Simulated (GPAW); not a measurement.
# ZnSe (Stilleite): G0W0 with GPAW, start to end

Wanted: ground state, empty states, screening and self-energy for ZnSe (Stilleite).

Main program and level: GPAW 26.7.0; LDA and many-body steps on it, plane waves.

**Experimental background.**

- Gap 2.695 ± 0.003 eV: excitonic gap from free-exciton PL, not corrected for exciton binding; photoluminescence; 300 K; bulk crystal (Bridgman-grown crystal, polished and etched) (“Alloy Disordering Effects on the Thermal Conductivity and Energy Gap Temperature Dependence of Cd1−xZnxSe Ternary Crystals Grown by the Bridgman Method”, 2023, pmc:10253836).

### 1. The structure

The structure is cubic, space group F-43m (No. 216). Conventional cell: a = 5.668 Å, b = 5.668 Å, c = 5.668 Å, α = 90.00°, β = 90.00°, γ = 90.00°. Zn has 4 Se at 2.45 Å nearest. Nearest to Se lie 4 Zn at 2.45 Å. Farther neighbours and most contacts between anions are not listed.

The cell and positions come from the Crystallography Open Database and are kept as given unless a step says otherwise.

### 2. Ground state

This step: GPAW 26.7.0; DFT, LDA, plane waves, PAW.

The ground-state density comes first.

Contents of run.py:

```python
import json
import numpy as np
from gpaw.mpi import world
from ase import Atoms
from gpaw import GPAW, PW, FermiDirac

atoms = Atoms(['Zn', 'Se'],
    cell=[[0.0000000000, 2.8338000000, 2.8338000000],
      [2.8338000000, 0.0000000000, 2.8338000000],
      [2.8338000000, 2.8338000000, 0.0000000000]],
    scaled_positions=[[0.0000000000, 0.0000000000, 0.0000000000],
      [0.2500000000, 0.2500000000, 0.2500000000]],
    pbc=(True, True, True))
calc = GPAW(mode=PW(600),
    xc='LDA',
    kpts={'size': (8, 8, 8), 'gamma': True},
    occupations=FermiDirac(0.001),
    nbands=-7,
    convergence={'density': 1e-6, 'bands': -3},
    maxiter=100,
    txt='gs.txt')
atoms.calc = calc
res = {'energy': atoms.get_potential_energy()}
kpts = calc.get_ibz_k_points()
res['kpts'] = kpts
res['eigenvalues'] = [calc.get_eigenvalues(kpt=k) for k in range(len(kpts))]
res['n_electrons'] = calc.get_number_of_electrons()
calc.write('gs.gpw')

if world.rank == 0:
    with open('result.json', 'w') as f:
        json.dump(res, f, default=lambda x: x.tolist())
```

Launch:

```console
$ mpirun -n 4 gpaw python run.py
```

The log of the run:

```text
__  _  _
 | _ |_)|_||  |
 |__||  | ||/\| - 26.7.0

Input parameters:
  mode=PW(ecut=600.0),
  convergence={'density': 1e-06, 'bands': -3},
  kpts=MonkhorstPack(size=(8, 8, 8), gamma=True),
  maxiter=100,
  nbands=-7,
  occupations=Occupations(name='fermi-dirac', width=0.001, fixmagmom=False),
  xc=XC(name='LDA')
  [... matrices ...]
Diagonalizing LCAO Hamiltonian
Converting LCAO to pw mode

           Se

       Zn

Atoms  # Å, Bohr magnetons
|   | symbol |        x |        y |        z |    initial magnetic moments |
| 0 |     Zn | 0.000000 | 0.000000 | 0.000000 | ( 0.0000,  0.0000,  0.0000) |
| 1 |     Se | 1.416900 | 1.416900 | 1.416900 | ( 0.0000,  0.0000,  0.0000) |

Unit cell  # Å
| periodic |        x |        y |        z |  lengths |    angles |
|      yes | 0.000000 | 2.833800 | 2.833800 | 4.007598 | 60.000000 |
|      yes | 2.833800 | 0.000000 | 2.833800 | 4.007598 | 60.000000 |
|      yes | 2.833800 | 2.833800 | 0.000000 | 4.007598 | 60.000000 |

Number of symmetries: 24
Symmetry operations  # r_c * U_cc + t_c -> r_c
|    | kind |            matrix            |
|  0 |  E   |  1, 0, 0,  0, 1, 0,  0, 0, 1 |
|  1 |  σ   |  1, 0, 0,  0, 0, 1,  0, 1, 0 |
|  2 |  σ   |  1, 0,-1,  0, 1,-1,  0, 0,-1 |
|  3 |  C3  |  1, 0,-1,  0, 0,-1,  0, 1,-1 |
|  4 |  C3  |  1,-1, 0,  0,-1, 1,  0,-1, 0 |
|  5 |  σ   |  1,-1, 0,  0,-1, 0,  0,-1, 1 |
|  6 |  σ   |  0, 1, 0,  1, 0, 0,  0, 0, 1 |
|  7 |  C3  |  0, 1, 0,  0, 0, 1,  1, 0, 0 |
|  8 |  C2  |  0, 1,-1,  1, 0,-1,  0, 0,-1 |
|  9 |  S4  |  0, 1,-1,  0, 0,-1,  1, 0,-1 |
| 10 |  C3  |  0, 0, 1,  1, 0, 0,  0, 1, 0 |
| 11 |  σ   |  0, 0, 1,  0, 1, 0,  1, 0, 0 |
| 12 |  S4  |  0, 0,-1,  1, 0,-1,  0, 1,-1 |
| 13 |  C3  |  0, 0,-1,  0, 1,-1,  1, 0,-1 |
| 14 |  S4  |  0,-1, 1,  1,-1, 0,  0,-1, 0 |
| 15 |  C2  |  0,-1, 1,  0,-1, 0,  1,-1, 0 |
| 16 |  C3  |  0,-1, 0,  1,-1, 0,  0,-1, 1 |
| 17 |  S4  |  0,-1, 0,  0,-1, 1,  1,-1, 0 |
| 18 |  S4  | -1, 1, 0, -1, 0, 1, -1, 0, 0 |
| 19 |  C3  | -1, 1, 0, -1, 0, 0, -1, 0, 1 |
| 20 |  C3  | -1, 0, 1, -1, 1, 0, -1, 0, 0 |
| 21 |  S4  | -1, 0, 1, -1, 0, 0, -1, 1, 0 |
| 22 |  σ   | -1, 0, 0, -1, 1, 0, -1, 0, 1 |
| 23 |  C2  | -1, 0, 0, -1, 0, 1, -1, 1, 0 |

BZ-sampling:
  Number of BZ points: 512
  Number of IBZ points: 29

  Monkhorst-Pack size: [8, 8, 8]
  Monkhorst-Pack shift: [0.0625, 0.0625, 0.0625]

K-points  # in reciprocal-cell coordinates
|     |                                coordinates |     weight |
|   0 | (  0.00000000,   0.00000000,   0.00000000) | 0.00195312 |
|   1 | (  0.12500000,   0.12500000,   0.00000000) | 0.01171875 |
|   2 | (  0.12500000,   0.12500000,   0.12500000) | 0.01562500 |
|   3 | (  0.25000000,   0.12500000,   0.12500000) | 0.02343750 |
|   4 | (  0.25000000,   0.25000000,   0.00000000) | 0.01171875 |
|   5 | (  0.25000000,   0.25000000,   0.12500000) | 0.04687500 |
|   6 | (  0.25000000,   0.25000000,   0.25000000) | 0.01562500 |
|   7 | (  0.37500000,   0.25000000,  -0.37500000) | 0.04687500 |
|   8 | (  0.37500000,   0.25000000,   0.12500000) | 0.04687500 |
|   9 | (  0.37500000,   0.25000000,   0.25000000) | 0.04687500 |
| ... |                                            |            |
|  28 | (  0.50000000,   0.50000000,   0.50000000) | 0.00781250 |

Plane wave coefficients: 1540
Cutoff: 600.0 eV

Spin-components: 1 (collinear spins)
Bands:           16
Projectors:      11
Spin-degeneracy: 2
Datatype:        complex128

  Storage: CPU
  Wave functions: 10_920_704 bytes (2_730_176 per core)
  Projectors: 15_015_968 bytes (3_753_992 per core)
  [... matrices ...]
Parallelization:
  kpt:    4
  domain: 1
  band:   1

Density:
  Valence electrons: 18.0
  Components: 1
  Grid points: [24 24 24]
  Charge: 0.0  # |e|

Potential:
  Grid points: [24 24 24]

species:
  Zn:
    name:    Zinc
    Z:       30.0
    valence: 12
    core:    18
    charge:  0.0  # [|e|]
    compensation charges:
      type: gauss
      rc: 0.37  # [Å]
      lmax: 2
    cutoffs:
      filter: 2.14  # [Å]
      core: 2.28  # [Å]
    projectors
    | kind |    occ | energy [eV] | rcut [Å] |
    |   4s |  2.000 |      -6.218 |    1.286 |
    |   4p |  0.000 |      -1.230 |    1.270 |
    |   3d | 10.000 |     -10.426 |    1.180 |
    |    s |        |      20.994 |    1.286 |
    |    p |        |      25.981 |    1.270 |
    |    d |        |      16.786 |    1.180 |

    Using partial waves for Zn as LCAO basis

  Se:
    name:    Selenium
    Z:       34.0
    valence: 6
    core:    28
    charge:  0.0  # [|e|]
    compensation charges:
      type: gauss
      rc: 0.27  # [Å]
      lmax: 2
    cutoffs:
      filter: 1.77  # [Å]
      core: 2.67  # [Å]
    projectors
    | kind |    occ | energy [eV] | rcut [Å] |
    |   4s |  2.000 |     -17.472 |    0.847 |
    |   4p |  4.000 |      -6.656 |    1.005 |
    |    s |        |       9.739 |    0.847 |
    |    p |        |      20.555 |    1.005 |
    |    d |        |       0.000 |    0.847 |

    Using partial waves for Se as LCAO basis

Reference energy: -114805.075344  # eV

eigensolver:
  PPCG
  Converge bands: -3
  niter=2

density mixing:
  MSR1-Mixer
  Pratt-step length: 0.05
  Maximum mixing coefficient: 0.75
  Old densities: 10
  SVD Regularization: 0.005
  Good broyden scale: 1.0
  Trust region scale: 1.0
  Backstep threshold: 4.0
  History deletion threshold: 6.0
  Fourier metric: weight=20.0, sigma=0.015

occupation numbers:
  Fermi-Dirac:
    width: 0.0010  # eV

poisson solver:
  ecut: 4800.0  # eV

xc functional:
  name: None

Initialization done in: 3.532 s

convergence criteria:
- Maximum integral of absolute [dens]ity change: 1e-06 electrons / valence electron
- Maximum [total energy] change in last 3 cyles: 0.0005 eV / valence electron
- Maximum integral of absolute [eigenst]ate change: 4e-08 eV^2 / valence electron
maximum number of iterations: 100

SCF iterations
|iter     |     time |      energy | eigst |  dens |
|iter:   1|  |   -7.696031 | +1.36 |       |
|iter:   2|  |   -7.638758 | -1.19 | -1.26 |
|iter:   3|  |   -7.449334 | -1.43 | -1.31 |
|iter:   4|  |   -7.444949 | -2.61 | -1.85 |
|iter:   5|  |   -7.445087c| -4.10 | -2.36 |
|iter:   6|  |   -7.445063c| -4.71 | -3.20 |
|iter:   7|  |   -7.445069c| -5.92 | -3.64 |
|iter:   8|  |   -7.445070c| -6.95 | -4.14 |
|iter:   9|  |   -7.445070c| -7.82c| -5.43 |
|iter:  10|  |   -7.445070c| -7.72c| -5.73 |
|iter:  11|  |   -7.445070c| -8.88c| -6.64c|

Converged in 11 steps
SCF loop duration: 6.750 s (0.614 s/step)
Energy contributions relative to reference atoms: (reference = -114805.075344)
  [... matrices ...]
Energy contributions:
  Kinetic:           9.769469
  Coulomb:          -8.366546
  Zero:             -0.024500
  External:          0.000000
  Xc:               -8.823494
  Entropy:          -0.000000
  Spinorbit:         0.000000
  ----------------------------
  Free energy:      -7.445070
  Extrapolated:     -7.445070

dipole moment: (-14.474423, -14.474423, -14.474423)  # |e|*Ang

Fermi level: 3.941
Eigenvalues  # (at kpt = [0.000, 0.000, 0.000])
| band index |      eig [eV] | occ [0-2] |
|          0 |        -9.758 |     2.000 |
|          1 |        -3.076 |     2.000 |
|          2 |        -3.076 |     2.000 |
|          3 |        -3.076 |     2.000 |
|          4 |        -2.717 |     2.000 |
|          5 |        -2.717 |     2.000 |
|          6 |         3.551 |     2.000 |
|          7 |         3.551 |     2.000 |
|          8 |         3.551 |     2.000 |
|          9 |         4.595 |     0.000 |
|         10 |         9.268 |     0.000 |
|         11 |         9.268 |     0.000 |
|         12 |         9.268 |     0.000 |
|         13 |        13.210 |     0.000 |
|         14 |        15.052 |     0.000 |
|         15 |        15.052 |     0.000 |

Gap: 1.045 eV
Transition (v -> c):
  (s=0, k=0, n=8, [0.00, 0.00, 0.00]) -> (s=0, k=0, n=9, [0.00, 0.00, 0.00])
No difference between direct/indirect transitions
# Writing to gs.gpw (mode='')
  [... matrices ...]
```

Wall time 13 s (4 MPI ranks of Intel Xeon Platinum 8259CL at 2.50GHz (Skylake/Cascade Lake), shared host); peak memory 0.67 GiB.

This step gave:

| Quantity | Value |
| --- | --- |
| total energy | -7.445 eV |
| gap | 1.045 eV |
| k of the valence top | 0, 0, 0 |
| k of the conduction bottom | 0, 0, 0 |
| least direct gap | 1.045 eV |

The gap is direct, at Γ.

### 3. Bands along the symmetry lines

The cheap functional maps the bands first; the places of the edges decide which points the dearer methods must see.

Contents of run.py:

```python
import json
import numpy as np
from gpaw.mpi import world
from gpaw import GPAW

path = [[0.000000, 0.000000, 0.000000],
    [-0.062500, -0.062500, 0.000000],
    [-0.125000, -0.125000, 0.000000],
    [-0.187500, -0.187500, 0.000000],
    [-0.250000, -0.250000, 0.000000],
    [-0.312500, -0.312500, 0.000000],
    [-0.375000, -0.375000, 0.000000],
    [-0.437500, -0.437500, 0.000000],
    [-0.500000, -0.500000, 0.000000],
    [-0.484375, -0.484375, 0.031250],
    [-0.468750, -0.468750, 0.062500],
    [-0.453125, -0.453125, 0.093750],
    [-0.437500, -0.437500, 0.125000],
    [-0.421875, -0.421875, 0.156250],
    [-0.406250, -0.406250, 0.187500],
    [-0.390625, -0.390625, 0.218750],
    [-0.375000, -0.375000, 0.250000],
    [-0.375000, 0.000000, 0.375000],
    [-0.328125, 0.000000, 0.328125],
    [-0.281250, 0.000000, 0.281250],
    [-0.234375, 0.000000, 0.234375],
    [-0.187500, 0.000000, 0.187500],
    [-0.140625, 0.000000, 0.140625],
    [-0.093750, 0.000000, 0.093750],
    [-0.046875, 0.000000, 0.046875],
    [0.000000, 0.000000, 0.000000],
    [0.000000, 0.000000, 0.062500],
    [0.000000, 0.000000, 0.125000],
    [0.000000, 0.000000, 0.187500],
    [0.000000, 0.000000, 0.250000],
    [0.000000, 0.000000, 0.312500],
    [0.000000, 0.000000, 0.375000],
    [0.000000, 0.000000, 0.437500],
    [0.000000, 0.000000, 0.500000],
    [-0.062500, -0.031250, 0.468750],
    [-0.125000, -0.062500, 0.437500],
    [-0.187500, -0.093750, 0.406250],
    [-0.250000, -0.125000, 0.375000],
    [-0.312500, -0.156250, 0.343750],
    [-0.375000, -0.187500, 0.312500],
    [-0.437500, -0.218750, 0.281250],
    [-0.500000, -0.250000, 0.250000],
    [-0.500000, -0.281250, 0.218750],
    [-0.500000, -0.312500, 0.187500],
    [-0.500000, -0.343750, 0.156250],
    [-0.500000, -0.375000, 0.125000],
    [-0.500000, -0.406250, 0.093750],
    [-0.500000, -0.437500, 0.062500],
    [-0.500000, -0.468750, 0.031250],
    [-0.500000, -0.500000, 0.000000]]
calc = GPAW('gs.gpw').fixed_density(kpts=path,
    symmetry='off',
    nbands=19,
    convergence={'bands': 15},
    txt='bands.txt')
res = {}
kpts = calc.get_ibz_k_points()
res['kpts'] = kpts
res['eigenvalues'] = [calc.get_eigenvalues(kpt=k) for k in range(len(kpts))]
res['n_electrons'] = calc.get_number_of_electrons()

if world.rank == 0:
    with open('result.json', 'w') as f:
        json.dump(res, f, default=lambda x: x.tolist())
```

Launch:

```console
$ mpirun -n 4 gpaw python run.py
```

The log of the run:

```text
Diagonalizing LCAO Hamiltonian
Converting LCAO to pw mode
convergence criteria:
- Maximum integral of absolute [eigenst]ate change: 4e-08 eV^2 / valence electron
maximum number of iterations: 100

SCF iterations
|iter     |     time |      energy | eigst |  dens |
|iter:   1|  |             | +2.05 |       |
|iter:   2|  |             | +0.44 |       |
|iter:   3|  |             | +0.13 |       |
[...]
|iter:   9|  |             | -6.34 |       |
|iter:  10|  |             | -7.15 |       |
|iter:  11|  |             | -7.57c|       |
SCF steps: 11
  __  _  _
 | _ |_)|_||  |
 |__||  | ||/\| - 26.7.0

Input parameters:
  mode=PW(ecut=600.0),
  convergence={'bands': 15},
  gpts=array([24, 24, 24]),
  kpts=KPoints(kpts=array([[ 0.      ,  0.      ,  0.      ],
         [-0.0625  , -0.0625  ,  0.      ],
         [-0.125   , -0.125   ,  0.      ],
         [-0.1875  , -0.1875  ,  0.      ],
[...]
[-0.484375, -0.484375,  0.03125 ],
[...]
[-0.453125, -0.453125,  0.09375 ],
[...]
[-0.421875, -0.421875,  0.15625 ],
[...]
[-0.390625, -0.390625,  0.21875 ],
[...]
[-0.328125,  0.      ,  0.328125],
[...]
[-0.234375,  0.      ,  0.234375],
[...]
[-0.140625,  0.      ,  0.140625],
[...]
[-0.046875,  0.      ,  0.046875],
         [ 0.      ,  0.      ,  0.      ],
         [ 0.      ,  0.      ,  0.0625  ],
         [ 0.      ,  0.      ,  0.125   ],
[...]
[ 0.      ,  0.      ,  0.4375  ],
         [ 0.      ,  0.      ,  0.5     ],
[...]
[-0.5     , -0.4375  ,  0.0625  ],
         [-0.5     , -0.46875 ,  0.03125 ],
         [-0.5     , -0.5     ,  0.      ]])),
  maxiter=100,
  nbands=19,
  occupations=Occupations(name='fermi-dirac', width=0.001, fixmagmom=False),
  parallel={},
  symmetry=Symmetry(point_group=False, time_reversal=False),
  xc=XC(name='LDA')
  [... matrices ...]
timing:  # [seconds]
  Total: 0.064  # ━━━━━━━━━━━━━━━━━━━━━━━━━━━━━━━━━━━━━━━━━━━━━━━━━━━━━━━━━━━
```

It took 19 s on 4 MPI ranks; peak memory 0.73 GiB; 76 s of CPU time.

This step gave:

```
gap                        : 1.045 eV
k of the valence top       : 0, 0, 0
k of the conduction bottom : 0, 0, 0
least direct gap           : 1.045 eV
```

The gap is 1.045 eV, as in the run before at this level.

The electronic bands at the labelled points (eV, zero at the top of the highest filled band):

```csv
point,band 6,band 7,band 8,band 9,band 10,band 11,band 12,band 13
Γ,-6.27,0.00,0.00,0.00,1.04,5.72,5.72,5.72
halfway,-6.24,-2.95,-1.26,-1.26,3.80,3.85,7.93,7.93
X,-6.09,-4.82,-2.20,-2.20,2.82,3.33,10.50,11.09
halfway,-6.05,-4.80,-2.59,-2.10,3.09,3.93,9.78,10.38
U,-6.00,-4.78,-3.13,-1.81,3.43,5.48,8.88,9.18
jump to K,-6.00,-4.78,-3.13,-1.81,3.43,5.48,8.88,9.18
halfway,-6.25,-3.40,-1.77,-0.50,3.64,5.81,6.53,6.60
Γ,-6.27,0.00,0.00,0.00,1.04,5.72,5.72,5.72
halfway,-6.27,-3.11,-0.48,-0.48,2.57,6.35,6.35,6.41
L,-6.11,-5.29,-0.87,-0.87,2.36,6.30,6.30,8.35
halfway,-6.05,-4.95,-2.45,-1.48,4.09,5.41,7.30,8.53
W,-5.96,-4.75,-2.80,-2.70,5.35,5.45,6.82,7.57
halfway,-6.02,-4.79,-2.51,-2.46,3.72,4.17,9.08,9.15
X,-6.09,-4.82,-2.20,-2.20,2.82,3.33,10.50,11.09
```

### 4. Empty states on the mesh, 6×6×6 mesh, 547 bands

The sums over transitions need many empty states on a uniform mesh; this step solves for them.

Contents of run.py:

```python
import json
import numpy as np
from gpaw.mpi import world
from gpaw import GPAW

calc = GPAW('gs.gpw').fixed_density(kpts={'size': (6, 6, 6), 'gamma': True},
    parallel={'domain': 1, 'band': 1},
    txt='nscf.txt')
calc.diagonalize_full_hamiltonian(nbands=547)
calc.write('full.gpw', mode='all')
res = {}
kpts = calc.get_ibz_k_points()
res['kpts'] = kpts
res['eigenvalues'] = [calc.get_eigenvalues(kpt=k) for k in range(len(kpts))]
res['n_electrons'] = calc.get_number_of_electrons()

if world.rank == 0:
    with open('result.json', 'w') as f:
        json.dump(res, f, default=lambda x: x.tolist())
```

Launch:

```console
$ mpirun -n 4 gpaw python run.py
```

The log of the run:

```text
Diagonalizing LCAO Hamiltonian
Converting LCAO to pw mode
convergence criteria:
- Maximum integral of absolute [eigenst]ate change: 4e-08 eV^2 / valence electron
maximum number of iterations: 100

SCF iterations
|iter     |     time |      energy | eigst |  dens |
|iter:   1|  |             | +1.45 |       |
|iter:   2|  |             | -0.04 |       |
|iter:   3|  |             | -0.76 |       |
[...]
|iter:   8|  |             | -5.85 |       |
|iter:   9|  |             | -6.77 |       |
|iter:  10|  |             | -8.00c|       |
SCF steps: 10
  __  _  _
 | _ |_)|_||  |
 |__||  | ||/\| - 26.7.0

Input parameters:
  mode=PW(ecut=600.0),
  convergence={'density': 1e-06, 'bands': -3},
  gpts=array([24, 24, 24]),
  kpts=MonkhorstPack(size=(6, 6, 6), gamma=True),
  maxiter=100,
  nbands=16,
  occupations=Occupations(name='fermi-dirac', width=0.001, fixmagmom=False),
  parallel={'domain': 1, 'band': 1},
  xc=XC(name='LDA')
Matrix size: 1513x1513
# Writing to full.gpw (mode='all')
  [... matrices ...]

timing:  # [seconds]
  Total: 22.337  # ━━━━━━━━━━━━━━━━━━━━━━━━━━━━━━━━━━━━━━━━━━━━━━━━━━━━━━━━━━
```

Wall time 32 s (4 MPI ranks); peak memory 1.5 GiB.

This step gave:

| Item | Value |
| --- | --- |
| gap | 1.045 eV |
| k of the valence top | 0, 0, 0 |
| k of the conduction bottom | 0, 0, 0 |
| least direct gap | 1.045 eV |
| k points computed | 16 |
| lowest point of the top converged band, above the valence top | 289.4865 eV |

On this mesh the gap is 1.045 eV.

(Continued in part 2 of 2.)

[Paths, hosts, dates, memory and timing lines, banners, echoed tables and standing remarks are left out of the program output.]

[Logs are printed without paths, hosts, clocks, repeated set-up lines and the standing remarks that a program may print on its own settings, such as how far it seeks lower states.]

[Runs of the session that timed out or met a known fault of the program may be left out.]

[Hosts, paths, dates, database ids (printed as entryN), source tags and the programs' standing remarks are cut or masked in the printed files.]
